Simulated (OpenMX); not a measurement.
Ni:

```
Ni
1.0
     0.00000    1.73757    1.73757
     1.73757    0.00000    1.73757
     1.73757    1.73757    0.00000
Ni
1
Direct
  0.00000 0.00000 0.00000
```

Base run:

```yaml
Program: OpenMX 3.8.5
Functional: PBE
Potentials_or_basis: OpenMX 2013 PBE set, Ni6.0H-s3p2d2f1, grid cutoff 500 Ry
k_mesh: 13 × 13 × 13
Occupations: fermi-dirac, width 0.05 eV
Spin: collinear spin, ferromagnetic start
Starting_moments: "[1.0] μB"
```

Its results: pressure 11.9 GPa; net moment 0.62 μB per cell; site moments Ni +0.62 μB.

**Question.** The run is repeated on the same cell with these changes: potentials or basis from OpenMX 2013 PBE set, Ni6.0H-s3p2d2f1, grid cutoff 500 Ry to OpenMX 2013 PBE set, Ni6.0H-s3p2d2, grid cutoff 500 Ry; k mesh from 13 × 13 × 13 to 9 × 9 × 9. What comes out?

**Answer.** Pressure 16.5 GPa; net moment 0.50 μB per cell; site moments Ni +0.50 μB.

Caveats: the basis of atomic orbitals isn't converged, which shifts pressures, moduli and gaps.
